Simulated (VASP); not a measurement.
Level of theory: PBE GGA, VASP's PBE PAW potentials (set 64) (plane waves; VASP).

The input files of a VASP run:

### KPOINTS
```
Automatic mesh
0
Gamma
13 13 13
0 0 0
```

### INCAR
```
# general
SYSTEM   =  ZnTe
PREC     =  Accurate
ENCUT    =  400
LREAL    =  F
LASPH    =  T

# electronic loop
EDIFF    =  1E-6
NELM     =  100
ALGO     =  Normal
LMAXMIX  =  4

# smearing
ISMEAR   =  0
SIGMA    =  0.05

# functional
GGA      =  PE

# ions
ISIF     =  2

# output
LWAVE    =  F
LCHARG   =  F
```

File POSCAR:
```
ZnTe
1
    0.0000000000     3.0500000000     3.0500000000
    3.0500000000     0.0000000000     3.0500000000
    3.0500000000     3.0500000000     0.0000000000
Zn Te
1 1
Direct
  0.0000000000   0.0000000000   0.0000000000
  0.2500000000   0.2500000000   0.2500000000
```

POTCAR, in this order: Zn Te (PBE.64 set). Program: vasp_std.

The run wrote:

OUTCAR:
```
 ion  position               nearest neighbor table
   1  0.000  0.000  0.000-   2 2.64   2 2.64   2 2.64   2 2.64
   2  0.250  0.250  0.250-   1 2.64   1 2.64   1 2.64   1 2.64
  LATTYP: Found a face centered cubic cell.
 ALAT       =     6.1000000000
 Subroutine PRICEL returns:
 Original cell was already a primitive cell.
 Subroutine GETGRP returns: Found 24 space group operations
The static configuration has the point symmetry T_d .
The dynamic configuration has the point symmetry T_d .
 Subroutine INISYM returns: Found 24 space group operations
 Subroutine IBZKPT returns following result:
 Found     84 irreducible k-points:

 Following reciprocal coordinates:
            Coordinates               Weight
  0.000000  0.000000  0.000000      1.000000
  0.076923  0.000000  0.000000      8.000000
  0.153846  0.000000  0.000000      8.000000
  0.230769  0.000000  0.000000      8.000000
  0.307692  0.000000  0.000000      8.000000
  0.384615  0.000000  0.000000      8.000000
  0.461538  0.000000  0.000000      8.000000
  0.076923  0.076923  0.000000      6.000000
  0.153846  0.076923  0.000000     24.000000
  0.230769  0.076923  0.000000     24.000000
  0.307692  0.076923  0.000000     24.000000
  0.384615  0.076923  0.000000     24.000000
  0.461538  0.076923  0.000000     24.000000
 -0.461538  0.076923  0.000000     24.000000
 -0.384615  0.076923  0.000000     24.000000
 -0.307692  0.076923  0.000000     24.000000
 -0.230769  0.076923  0.000000     24.000000
 -0.153846  0.076923  0.000000     24.000000
 -0.076923  0.076923  0.000000     12.000000
  0.153846  0.153846  0.000000      6.000000
  0.230769  0.153846  0.000000     24.000000
  0.307692  0.153846  0.000000     24.000000
  0.384615  0.153846  0.000000     24.000000
  0.461538  0.153846  0.000000     24.000000
...
```

**OSZICAR**
```
       N       E                     dE             d eps       ncg     rms          rms(c)
DAV:   1     0.714355637354E+02    0.71436E+02   -0.74583E+03  2192   0.121E+03
DAV:   2    -0.148395662941E+01   -0.72920E+02   -0.70124E+02  2309   0.234E+02
DAV:   3    -0.529760396960E+01   -0.38136E+01   -0.38016E+01  2759   0.566E+01
DAV:   4    -0.534837061490E+01   -0.50767E-01   -0.50759E-01  2881   0.637E+00
DAV:   5    -0.534892074893E+01   -0.55013E-03   -0.55013E-03  2682   0.514E-01    0.486E+00
DAV:   6    -0.518416964463E+01    0.16475E+00   -0.59238E-01  2678   0.226E+01    0.378E+00
DAV:   7    -0.517402720773E+01    0.10142E-01   -0.11595E-01  2444   0.398E+00    0.153E+00
DAV:   8    -0.517400032857E+01    0.26879E-04   -0.46613E-03  2920   0.706E-01    0.384E-01
DAV:   9    -0.517420512837E+01   -0.20480E-03   -0.10284E-03  2374   0.338E-01    0.126E-01
DAV:  10    -0.517422790997E+01   -0.22782E-04   -0.83757E-05  2701   0.928E-02    0.877E-02
DAV:  11    -0.517428247310E+01   -0.54563E-04   -0.91575E-05  2259   0.614E-02    0.423E-02
DAV:  12    -0.517428338321E+01   -0.91011E-06   -0.30563E-06  2684   0.196E-02
   1 F= -.51742834E+01 E0= -.51742834E+01  d E =-.407426E-14
```

**OUTCAR**
```
------------------------ aborting loop because EDIFF is reached ----------------------------------------
  FORCE on cell =-STRESS in cart. coord.  units (eV):
  Direction    XX          YY          ZZ          XY          YZ          ZX
  --------------------------------------------------------------------------------------
  Total        0.6306525      0.6306525      0.6306525     -0.0000000     -0.0000000     -0.0000000
  in kB       17.8061978     17.8061978     17.8061978     -0.0000000     -0.0000000     -0.0000000
  external PRESSURE =      17.8061978 kB  Pullay stress =       0.0000000 kB
  volume of cell :       56.75
      direct lattice vectors                 reciprocal lattice vectors
     0.000000000  3.050000000  3.050000000    -0.163934426  0.163934426  0.163934426
     3.050000000  0.000000000  3.050000000     0.163934426 -0.163934426  0.163934426
     3.050000000  3.050000000  0.000000000     0.163934426  0.163934426 -0.163934426
 POSITION                                       TOTAL-FORCE (eV/Angst)
 -----------------------------------------------------------------------------------
      0.00000      0.00000      0.00000         0.000000     -0.000000     -0.000000
      1.52500      1.52500      1.52500        -0.000000      0.000000      0.000000
 -----------------------------------------------------------------------------------
    total drift:                               -0.000003     -0.000003     -0.000004
  FREE ENERGIE OF THE ION-ELECTRON SYSTEM (eV)
  ---------------------------------------------------
  free  energy   TOTEN  =        -5.1742833832 eV

  energy  without entropy=       -5.1742833832  energy(sigma->0) =       -5.17428338
```
(Selected blocks of OUTCAR.)

The compound is ZnTe in the zinc blende structure. The cell was not relaxed at this level. The run is one of a series of settings (KPOINTS 13×13×13 Γ-centred mesh against the base run), some of them coarse on purpose.
